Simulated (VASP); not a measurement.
# CdS (Greenockite) (P6_3mc) in VASP: further runs

One crystal, CdS (Greenockite), is run at these levels: PBE; tasks: band structure.

All numbers are computed with VASP 6.6.1; they aren't measurements. Logs are shortened: lines on timing, memory, paths and dates and some standing lists are left out, and cuts for length are marked.

**The experiment to reproduce.**

From “Isotope dependence of band-gap energy”, 2008, arxiv:0807.2152, for a bulk crystal of CdS: band gap 2.5809 ± 0.0002 eV.

The results are compared with them further down.

## (1) Starting point

It takes space group P6_3mc (No. 186, hexagonal). The conventional cell has a = 4.150 Å, b = 4.150 Å, c = 6.737 Å, α = 90.00°, β = 90.00°, γ = 120.00°. Around Cd (site symmetry 3m) lie 4 S at 2.53 to 2.54 Å. Around S (site symmetry 3m) lie 4 Cd at 2.53 to 2.54 Å.

## (2) Band structure, PBE

INCAR reads:

```
PREC = Accurate ; ENCUT = 900
EDIFF = 1E-7 ; ISMEAR = -1
SIGMA = 0.05 ; LREAL = F
LASPH = T ; NELM = 100
ALGO = Normal ; ISIF = 2
LWAVE = F ; LCHARG = F
GGA = PE
```

KPOINTS reads:

```
Automatic mesh
0
Gamma
  7 7 4
```

POSCAR reads:

```
CdS
1.0
    4.1500000000      0.0000000000      0.0000000000
   -2.0750000000      3.5940054257      0.0000000000
    0.0000000000      0.0000000000      6.7370000000
Cd S
2 2
Direct
    0.6666666667      0.3333333333      0.5000000000
    0.3333333333      0.6666666667      0.0000000000
    0.6666666667      0.3333333333      0.8750000000
    0.3333333333      0.6666666667      0.3750000000
```

KPOINTS_OPT reads:

```
path GMKGALHA,LM,KH
15
line-mode
reciprocal
 0.0000000000  0.0000000000  0.0000000000  G
 0.5000000000  0.0000000000  0.0000000000  M

 0.5000000000  0.0000000000  0.0000000000  M
 0.3333333333  0.3333333333  0.0000000000  K

 0.3333333333  0.3333333333  0.0000000000  K
 0.0000000000  0.0000000000  0.0000000000  G

 0.0000000000  0.0000000000  0.0000000000  G
 0.0000000000  0.0000000000  0.5000000000  A

 0.0000000000  0.0000000000  0.5000000000  A
 0.5000000000  0.0000000000  0.5000000000  L

 0.5000000000  0.0000000000  0.5000000000  L
 0.3333333333  0.3333333333  0.5000000000  H

 0.3333333333  0.3333333333  0.5000000000  H
 0.0000000000  0.0000000000  0.5000000000  A

 0.5000000000  0.0000000000  0.5000000000  L
 0.5000000000  0.0000000000  0.0000000000  M

 0.3333333333  0.3333333333  0.0000000000  K
 0.3333333333  0.3333333333  0.5000000000  H
```

Potentials or basis: VASP PAW PBE potentials, release 64 (Cd, S_h).

The run is started by

```bash
cat potpaw_PBE.64/Cd/POTCAR potpaw_PBE.64/S_h/POTCAR > POTCAR
mpirun -np 1 vasp_std > vasp.out
```

OUTCAR:

```text
PREC = Accurate
   ENCUT = 900
   EDIFF = 1E-7
   ISMEAR = -1
   LREAL = F
   LASPH = T
   NELM = 100
   ISIF = 2
   GGA = PE

 ion  position               nearest neighbor table
   1  0.667  0.333  0.500-   3 2.53   4 2.54   4 2.54   4 2.54
   2  0.333  0.667  0.000-   4 2.53   3 2.54   3 2.54   3 2.54
   3  0.667  0.333  0.875-   1 2.53   2 2.54   2 2.54   2 2.54
   4  0.333  0.667  0.375-   2 2.53   1 2.54   1 2.54   1 2.54

  LATTYP: Found a hexagonal cell.
 ALAT       =     4.1500000000
 C/A-ratio  =     1.6233734940

  Lattice vectors:

 A1 = (   4.1500000000,   0.0000000000,   0.0000000000)
 A2 = (  -2.0750000000,   3.5940054257,   0.0000000000)
 A3 = (   0.0000000000,   0.0000000000,   6.7370000000)

Analysis of symmetry for initial positions (statically):
=====================================================================
 Subroutine PRICEL returns:
 Original cell was already a primitive cell.

 Routine SETGRP: Setting up the symmetry group for a
 hexagonal supercell.

 Subroutine GETGRP returns: Found 12 space group operations
 (whereof  6 operations were pure point group operations)
 out of a pool of 24 trial point group operations.

The static configuration has the point symmetry C_3v.
 The point group associated with its full space group is C_6v.

Analysis of symmetry for dynamics (positions and initial velocities):
=====================================================================
 Subroutine PRICEL returns:
 Original cell was already a primitive cell.

 Routine SETGRP: Setting up the symmetry group for a
 hexagonal supercell.

 Subroutine GETGRP returns: Found 12 space group operations
 (whereof  6 operations were pure point group operations)
 out of a pool of 24 trial point group operations.

The dynamic configuration has the point symmetry C_3v.
 The point group associated with its full space group is C_6v.

 Subroutine INISYM returns: Found 12 space group operations
 (whereof  6 operations are pure point group operations),
 and found     1 'primitive' translations

----------------------------------------------------------------------------------------

                                     Primitive cell

  volume of cell :     100.4832

  direct lattice vectors                    reciprocal lattice vectors
     4.150000000  0.000000000  0.000000000     0.240963855  0.139120547  0.000000000
    -2.075000000  3.594005426  0.000000000     0.000000000  0.278241094  0.000000000
     0.000000000  0.000000000  6.737000000     0.000000000  0.000000000  0.148434021

  length of vectors
     4.150000000  4.150000000  6.737000000     0.278241094  0.278241094  0.148434021

  position of ions in fractional coordinates (direct lattice)
     0.666666667  0.333333333  0.500000000
     0.333333333  0.666666667  0.000000000
     0.666666667  0.333333333  0.875000000
     0.333333333  0.666666667  0.375000000

  ion indices of the primitive-cell ions
   primitive index   ion index
                 1           1
                 2           2
                 3           3
                 4           4

----------------------------------------------------------------------------------------

 KPOINTS: Automatic mesh

Automatic generation of k-mesh.
 Grid dimensions read from file:
 generate k-points for:    7    7    4

 Generating k-lattice:

  Cartesian coordinates                     Fractional coordinates (reciprocal lattice)
     0.034423408  0.019874364  0.000000000     0.142857143  0.000000000  0.000000000
     0.000000000  0.039748728  0.000000000     0.000000000  0.142857143  0.000000000
     0.000000000  0.000000000  0.037108505     0.000000000  0.000000000  0.250000000

  Length of vectors
     0.039748728  0.039748728  0.037108505

  Shift w.r.t. Gamma in fractional coordinates (k-lattice)
     0.000000000  0.000000000  0.000000000

 Subroutine IBZKPT returns following result:
 ===========================================

 Found     24 irreducible k-points:

 Following reciprocal coordinates:
            Coordinates               Weight
[... 40 lines left out ...]
  volume of cell :      100.48
 maximum number of plane-waves:      6183
 NGX is ok and might be reduce to    42
   NGX = 21   NGY = 21   NGZ = 33

 number of electron      36.0000003 magnetization

 Free energy of the ion-electron system (eV)
  ---------------------------------------------------
  ext. energy  EPLUGINS =         0.00000000
  ---------------------------------------------------
  free energy    TOTEN  =       -12.26391323 eV

  energy without entropy =      -12.26391308  energy(sigma->0) =      -12.26391315

 E-fermi :   2.0722     XC(G=0):  -9.1206

 val. band max:        1.4423142082   @ k =   0.0000   0.0000   0.0000
 cond. band min:       2.6409678070   @ k =   0.0000   0.0000   0.0000
 fundamental gap:      1.1986535989
 Fermi energy:         2.0722369233

 k-point     1 :       0.0000    0.0000    0.0000
  band No.  band energies     occupation
      1     -10.8548      2.00000
      2     -10.4302      2.00000
      3      -6.2316      2.00000
      4      -6.2096      2.00000
      5      -6.2096      2.00000
      6      -6.1241      2.00000
[... 14 lines left out ...]
     21       7.9029      0.00000
     22       7.9029      0.00000

 k-point     2 :       0.1429   -0.0000    0.0000
  band No.  band energies     occupation
      1     -10.7858      2.00000
      2     -10.4008      2.00000
      3      -6.2065      2.00000
      4      -6.1826      2.00000
      5      -6.1591      2.00000
      6      -6.0917      2.00000
[... 14 lines left out ...]
     21       7.3202      0.00000
     22       8.1827      0.00000

 k-point     3 :       0.2857   -0.0000    0.0000
  band No.  band energies     occupation
      1     -10.6217      2.00000
      2     -10.3423      2.00000
      3      -6.1560      2.00000
      4      -6.1333      2.00000
      5      -6.0381      2.00000
      6      -5.9962      2.00000
[... 14 lines left out ...]
     21       6.8949      0.00000
     22       7.7248      0.00000
[... 476 lines left out ...]
 k-point    23 :       0.4286    0.1429    0.5000
  band No.  band energies     occupation
      1     -10.3578      2.00000
      2     -10.3578      2.00000
      3      -6.0745      2.00000
      4      -6.0745      2.00000
      5      -6.0127      2.00000
      6      -6.0127      2.00000
[... 14 lines left out ...]
     21       7.0741      0.00000
     22       7.0741      0.00000

 k-point    24 :       0.2857    0.2857    0.5000
  band No.  band energies     occupation
      1     -10.3476      2.00000
      2     -10.3476      2.00000
      3      -6.0507      2.00000
      4      -6.0507      2.00000
      5      -6.0164      2.00000
      6      -6.0164      2.00000
[... 14 lines left out ...]
     21       7.4557      0.00000
     22       7.4557      0.00000

------------------------ aborting loop because EDIFF is reached ----------------------------------------

  FORCE on cell =-STRESS in cart. coord.  units (eV):
  Direction    XX          YY          ZZ          XY          YZ          ZX
  --------------------------------------------------------------------------------------
  -------------------------------------------------------------------------------------
  Total        1.3979614      1.3979614      1.8132150      0.0000000      0.0000000      0.0000000
  in kB       22.2901190     22.2901190     28.9112259      0.0000000      0.0000000      0.0000000
  external PRESSURE =      24.4971546 kB  Pullay stress =       0.0000000 kB

 VOLUME and BASIS-vectors are now :
 -----------------------------------------------------------------------------
  energy-cutoff  :      900.00
  volume of cell :      100.48
      direct lattice vectors                 reciprocal lattice vectors
     4.150000000  0.000000000  0.000000000     0.240963855  0.139120547  0.000000000
    -2.075000000  3.594005426  0.000000000     0.000000000  0.278241094  0.000000000
     0.000000000  0.000000000  6.737000000     0.000000000  0.000000000  0.148434021

 POSITION                                       TOTAL-FORCE (eV/Angst)
 -----------------------------------------------------------------------------------
      2.07500      1.19800      3.36850        -0.000000      0.000000     -0.069561
     -0.00000      2.39600      0.00000        -0.000000      0.000000     -0.069561
      2.07500      1.19800      5.89487         0.000000     -0.000000      0.069561
     -0.00000      2.39600      2.52637        -0.000000      0.000000      0.069561
 -----------------------------------------------------------------------------------
    total drift:                               -0.000000      0.000000     -0.000840

  FREE ENERGIE OF THE ION-ELECTRON SYSTEM (eV)
  ---------------------------------------------------
  free  energy   TOTEN  =       -12.2639132332 eV

  energy  without entropy=      -12.2639130756  energy(sigma->0) =      -12.26391315
```

It took 7.7 min on 1 thread of Intel Xeon Platinum 8375C at 2.90GHz (Ice Lake), shared host; peak memory 0.39 GiB.

Results:

- Free energy: -12.2639 eV
- Pressure: 2.4 GPa
- Largest force: 0.070 eV/Å
- Band gap on the k mesh: 1.20 eV, direct
- Band gap along the path: 1.20 eV, direct

Forces on the atoms (eV/Å):
```
Cd   0.000  0.000 -0.070
Cd   0.000  0.000 -0.070
S    0.000  0.000  0.070
S    0.000  0.000  0.070
```

Levels at the corners of the path, in eV from the valence-band top:
| point | band 14 | band 15 | band 16 | band 17 | band 18 | band 19 | band 20 | band 21 | band 22 |
| --- | --- | --- | --- | --- | --- | --- | --- | --- | --- |
| Γ | -0.76 | -0.76 | -0.04 | 0.00 | 0.00 | 1.20 | 2.79 | 6.46 | 6.46 |
| M | -3.47 | -2.62 | -1.85 | -1.28 | -0.73 | 3.71 | 3.88 | 5.11 | 6.39 |
| M | -3.47 | -2.62 | -1.85 | -1.28 | -0.73 | 3.71 | 3.88 | 5.11 | 6.39 |
| K | -3.63 | -3.04 | -1.83 | -1.83 | -1.59 | 4.65 | 5.08 | 5.08 | 7.14 |
| K | -3.63 | -3.04 | -1.83 | -1.83 | -1.59 | 4.65 | 5.08 | 5.08 | 7.14 |
| Γ | -0.76 | -0.76 | -0.04 | 0.00 | 0.00 | 1.20 | 2.79 | 6.46 | 6.46 |
| Γ | -0.76 | -0.76 | -0.04 | 0.00 | 0.00 | 1.20 | 2.79 | 6.46 | 6.46 |
| A | -2.45 | -0.39 | -0.39 | -0.39 | -0.39 | 2.84 | 2.84 | 6.19 | 6.19 |
| A | -2.45 | -0.39 | -0.39 | -0.39 | -0.39 | 2.84 | 2.84 | 6.19 | 6.19 |
| L | -4.08 | -1.32 | -1.32 | -1.31 | -1.31 | 3.48 | 3.48 | 5.38 | 5.38 |
| L | -4.08 | -1.32 | -1.32 | -1.31 | -1.31 | 3.48 | 3.48 | 5.38 | 5.38 |
| H | -3.97 | -2.38 | -2.38 | -1.10 | -1.10 | 4.38 | 4.38 | 6.10 | 6.10 |
| H | -3.97 | -2.38 | -2.38 | -1.10 | -1.10 | 4.38 | 4.38 | 6.10 | 6.10 |
| A | -2.45 | -0.39 | -0.39 | -0.39 | -0.39 | 2.84 | 2.84 | 6.19 | 6.19 |
| L | -4.08 | -1.32 | -1.32 | -1.31 | -1.31 | 3.48 | 3.48 | 5.38 | 5.38 |
| M | -3.47 | -2.62 | -1.85 | -1.28 | -0.73 | 3.71 | 3.88 | 5.11 | 6.39 |
| K | -3.63 | -3.04 | -1.83 | -1.83 | -1.59 | 4.65 | 5.08 | 5.08 | 7.14 |
| H | -3.97 | -2.38 | -2.38 | -1.10 | -1.10 | 4.38 | 4.38 | 6.10 | 6.10 |

## (3) Band structure, PBE

INCAR reads:

```
SYSTEM = CdS
  ALGO = Normal
  EDIFF = 1E-6
  ENCUT = 520
  GGA = PE
  ISIF = 2
  ISMEAR = -1
  LASPH = .TRUE.
  LCHARG = .FALSE.
  LREAL = .FALSE.
  LWAVE = .FALSE.
  NELM = 100
  PREC = Accurate
  SIGMA = 0.05
```

KPOINTS reads:

```
k-points
0
G
  7 7 4
  0 0 0
```

POSCAR is that of step 2.

Changes to KPOINTS_OPT since step 2:

```diff
@@ -1,3 +1,3 @@
 path GMKGALHA,LM,KH
-15
+20
 line-mode
```

Potentials or basis: VASP PAW PBE potentials, release 54 (Cd, S).

The run is started by

```bash
cat potpaw_PBE.54/Cd/POTCAR potpaw_PBE.54/S/POTCAR > POTCAR
mpirun -np 1 vasp_std > vasp.out
```

Wall time 2.6 min (1 thread of Intel Xeon Platinum 8375C at 2.90GHz (Ice Lake), shared host); peak memory 0.25 GiB.

It converged, with:

```
Free energy             : -12.2671 eV
Pressure                : 2.4 GPa
Largest force           : 0.069 eV/Å
Band gap on the k mesh  : 1.20 eV, direct
Band gap along the path : 1.20 eV, direct
```

Forces on the atoms (eV/Å):
```
Cd   0.000  0.000 -0.069
Cd   0.000  0.000 -0.069
S    0.000  0.000  0.069
S    0.000  0.000  0.069
```

Stress tensor (GPa, compression positive):
```
2.20 0.00 0.00
0.00 2.20 0.00
0.00 0.00 2.85
```

Levels at the corners of the path, in eV from the valence-band top:
```tsv
point	band 14	band 15	band 16	band 17	band 18	band 19	band 20	band 21	band 22
Γ	-0.76	-0.76	-0.04	0.00	0.00	1.20	2.79	6.47	6.47
M	-3.47	-2.62	-1.85	-1.28	-0.73	3.71	3.88	5.11	6.39
M	-3.47	-2.62	-1.85	-1.28	-0.73	3.71	3.88	5.11	6.39
K	-3.63	-3.04	-1.83	-1.83	-1.59	4.66	5.08	5.08	7.15
K	-3.63	-3.04	-1.83	-1.83	-1.59	4.66	5.08	5.08	7.15
Γ	-0.76	-0.76	-0.04	0.00	0.00	1.20	2.79	6.47	6.47
Γ	-0.76	-0.76	-0.04	0.00	0.00	1.20	2.79	6.47	6.47
A	-2.45	-0.39	-0.39	-0.39	-0.39	2.85	2.85	6.20	6.20
A	-2.45	-0.39	-0.39	-0.39	-0.39	2.85	2.85	6.20	6.20
L	-4.08	-1.32	-1.32	-1.31	-1.31	3.48	3.48	5.39	5.39
L	-4.08	-1.32	-1.32	-1.31	-1.31	3.48	3.48	5.39	5.39
H	-3.97	-2.38	-2.38	-1.10	-1.10	4.39	4.39	6.11	6.11
H	-3.97	-2.38	-2.38	-1.10	-1.10	4.39	4.39	6.11	6.11
A	-2.45	-0.39	-0.39	-0.39	-0.39	2.85	2.85	6.20	6.20
L	-4.08	-1.32	-1.32	-1.31	-1.31	3.48	3.48	5.39	5.39
M	-3.47	-2.62	-1.85	-1.28	-0.73	3.71	3.88	5.11	6.39
K	-3.63	-3.04	-1.83	-1.83	-1.59	4.66	5.08	5.08	7.15
H	-3.97	-2.38	-2.38	-1.10	-1.10	4.39	4.39	6.11	6.11
```

## (4) Band structure, PBE

INCAR reads:

```
PREC = Accurate
ENCUT = 500
EDIFF = 1E-7
ISMEAR = -1
SIGMA = 0.05
LREAL = False
LASPH = True
NELM = 60
ALGO = Fast
ISIF = 2
LWAVE = False
LCHARG = False
GGA = PE
NBANDS = 26
```

KPOINTS reads:

```
Automatic mesh
0
Gamma
  7 7 4
```

POSCAR is that of step 3.

Changes to KPOINTS_OPT since step 3:

```diff
@@ -1,3 +1,3 @@
 path GMKGALHA,LM,KH
-20
+10
 line-mode
```

The run is started by

```bash
cat potpaw_PBE.54/Cd/POTCAR potpaw_PBE.54/S/POTCAR > POTCAR
mpirun -np 1 vasp_std > vasp.out
```

It took 2.3 min on 1 thread of Intel Xeon Platinum 8375C at 2.90GHz (Ice Lake), shared host; peak memory 0.25 GiB.

The run converged. Its results:

* Free energy: -12.2670 eV
* Pressure: 2.4 GPa
* Largest force: 0.069 eV/Å
* Band gap on the k mesh: 1.20 eV, direct
* Band gap along the path: 1.20 eV, direct

Forces in eV/Å, atoms in the order of the input:
```
Cd   0.000  0.000 -0.069
Cd   0.000  0.000 -0.069
S    0.000  0.000  0.069
S    0.000  0.000  0.069
```

Stress tensor (GPa, compression positive):
```
2.19 0.00 0.00
0.00 2.19 0.00
0.00 0.00 2.85
```

Levels at the corners of the path, in eV from the valence-band top:
```
point  band 15  band 16  band 17  band 18  band 19  band 20  band 21  band 22
    Γ    -0.76    -0.04     0.00     0.00     1.20     2.79     6.47     6.47
    M    -2.62    -1.85    -1.28    -0.73     3.71     3.88     5.11     6.39
    M    -2.62    -1.85    -1.28    -0.73     3.71     3.88     5.11     6.39
    K    -3.04    -1.83    -1.83    -1.59     4.66     5.08     5.08     7.15
    K    -3.04    -1.83    -1.83    -1.59     4.66     5.08     5.08     7.15
    Γ    -0.76    -0.04     0.00     0.00     1.20     2.79     6.47     6.47
    Γ    -0.76    -0.04     0.00     0.00     1.20     2.79     6.47     6.47
    A    -0.39    -0.39    -0.39    -0.39     2.85     2.85     6.20     6.20
    A    -0.39    -0.39    -0.39    -0.39     2.85     2.85     6.20     6.20
    L    -1.32    -1.32    -1.31    -1.31     3.48     3.48     5.39     5.39
    L    -1.32    -1.32    -1.31    -1.31     3.48     3.48     5.39     5.39
    H    -2.38    -2.38    -1.10    -1.10     4.39     4.39     6.11     6.11
    H    -2.38    -2.38    -1.10    -1.10     4.39     4.39     6.11     6.11
    A    -0.39    -0.39    -0.39    -0.39     2.85     2.85     6.20     6.20
    L    -1.32    -1.32    -1.31    -1.31     3.48     3.48     5.39     5.39
    M    -2.62    -1.85    -1.28    -0.73     3.71     3.88     5.11     6.39
    K    -3.04    -1.83    -1.83    -1.59     4.66     5.08     5.08     7.15
    H    -2.38    -2.38    -1.10    -1.10     4.39     4.39     6.11     6.11
```

## (5) For comparison

An earlier run on the cell as given: functional PBEsol; potentials or basis VASP PAW PBE potentials, release 64 (Cd, S); cutoff 520 eV; k mesh 7 × 7 × 4; occupations fermi-dirac, width 0.05 eV; no spin polarisation.

* Pressure: -0.6 GPa
* Largest force: 0.067 eV/Å
* Band gap on the k mesh: 1.06 eV, direct

## (6) Summary

```csv
task,level,potentials or basis,cutoff (eV),ladder,gap on the mesh (eV),pressure (GPa),largest force (eV/Å)
band structure,PBE,"VASP PAW PBE potentials, release 64 (Cd, S_h)",900,-,1.20,2.4,0.07
band structure,PBE,"VASP PAW PBE potentials, release 54 (Cd, S)",520,-,1.20,2.4,0.07
band structure,PBE,"VASP PAW PBE potentials, release 54 (Cd, S)",500,-,1.20,2.4,0.07
single point,PBEsol,"VASP PAW PBE potentials, release 64 (Cd, S)",520,free,1.06,-0.6,0.07
```

Alike in all rows: no spin polarisation; cell as given; k mesh 7 × 7 × 4; smearing fermi-dirac 0.05 eV.

Caveats: the PAW data sets were made with another functional, which shifts forces and pressure a little (some runs).

Total energies depend on the potentials used, so only differences within one code and one set of settings carry meaning.

## (7) Comparison with measurements

Step 2. Measured gap of CdS: 2.5809 eV (quoted in “Isotope dependence of band-gap energy”, 2008, arxiv:0807.2152). This calculation gives 1.20 eV (-1.38 eV). So large a miss can be the level of theory's own, or it may mean another phase, state or a wrong row. Spin-orbit coupling on Cd is left out. The value is that of PBE, without temperature or zero-point motion. Semilocal functionals fall short of measured gaps as a rule.

Step 3. Measured gap of CdS: 2.5809 eV (quoted in “Isotope dependence of band-gap energy”, 2008, arxiv:0807.2152). This calculation gives 1.20 eV (-1.38 eV). So large a miss can be the level of theory's own, or it may mean another phase, state or a wrong row. Spin-orbit coupling on Cd is left out. The value is that of PBE, without temperature or zero-point motion. Semilocal functionals fall short of measured gaps as a rule.

Step 4. A measured gap of CdS is 2.5809 eV (quoted in “Isotope dependence of band-gap energy”, 2008, arxiv:0807.2152); the calculated 1.20 eV misses it by -1.38 eV. So large a miss can be the level of theory's own, or it may mean another phase, state or a wrong row. Spin-orbit coupling on Cd is left out. The value is that of PBE, without temperature or zero-point motion. Semilocal functionals fall short of measured gaps as a rule.
